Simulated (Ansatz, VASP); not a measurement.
One calculation of Pt, two programs

Contents of INCAR:

```
  PREC = Accurate
  ENCUT = 520
  EDIFF = 1E-6
  ISMEAR = -1
  SIGMA = 0.1
  LREAL = F
  LASPH = T
  NELM = 100
  ALGO = Normal
  ISIF = 2
  LWAVE = F
  LCHARG = F
  GGA = PS
  NBANDS = 11
```

The input KPOINTS:

```
regular mesh
0
Gamma
  17 17 17
```

The input POSCAR:

```
Pt
1.0
    0.0000000000      1.8193542739      1.8193542739
    1.8193542739      0.0000000000      1.8193542739
    1.8193542739      1.8193542739      0.0000000000
Pt
1
Direct
    0.0000000000      0.0000000000      0.0000000000
```

Input for Ansatz:

```yaml
crystal:
  lattice:
    - [0.0, 1.8193542739, 1.8193542739]
    - [1.8193542739, 0.0, 1.8193542739]
    - [1.8193542739, 1.8193542739, 0.0]
  atoms:
    - { symbol: Pt, position: [0.0, 0.0, 0.0] }
kpoints:
  mp_grid: { grid: [17, 17, 17] }
  band_path:
    path:
      - [0.0, 0.0, 0.0]
      - [0.5, 0.0, 0.5]
      - [0.625, 0.25, 0.625]
      - [0.375, 0.375, 0.75]
      - [0.0, 0.0, 0.0]
      - [0.5, 0.5, 0.5]
      - [0.5, 0.25, 0.75]
      - [0.5, 0.0, 0.5]
    npoints: 8
scf:
  occupations: { method: fermi_dirac, width: 0.1 }
hamiltonian:
  xc: pbesol
  pseudopotentials: { kind: all_electron, lapw: { basis_error: 0.001 } }
output:
  forces: true
  stress: true
  eigenvalues: true
  populations: true
  dos: { projected: true, de: 0.2, e_range: [-14, 8] }
```

Change from the starting cell: volume scaled by 0.8, LAPW.

Alike in both runs: task single point; functional PBEsol; k mesh 17 × 17 × 17; occupations fermi-dirac, width 0.1 eV; no spin polarisation.

```csv
,VASP,Ansatz
version,VASP 6.6.1,Ansatz 0.2.0
potentials or method,"VASP PAW PBE potentials, release 64 (Pt)","all-electron LAPW, scalar-relativistic"
plane-wave cutoff (eV),520,see its input
```

```tsv
	VASP	Ansatz	Ansatz less VASP
pressure (GPa)	115.1	114.5	-0.59
```

Ansatz ran all-electron here, so the differences hold the error of VASP's frozen core and of both bases.

Caveats: the cell as given lies far from equilibrium; so large a pressure means that the cell lies far from this level's equilibrium, or that cutoff or potentials fall short (VASP); the potentials were made for another functional, which shifts forces and pressure (VASP). Spin-orbit coupling is left out, which matters for the levels of Pt.
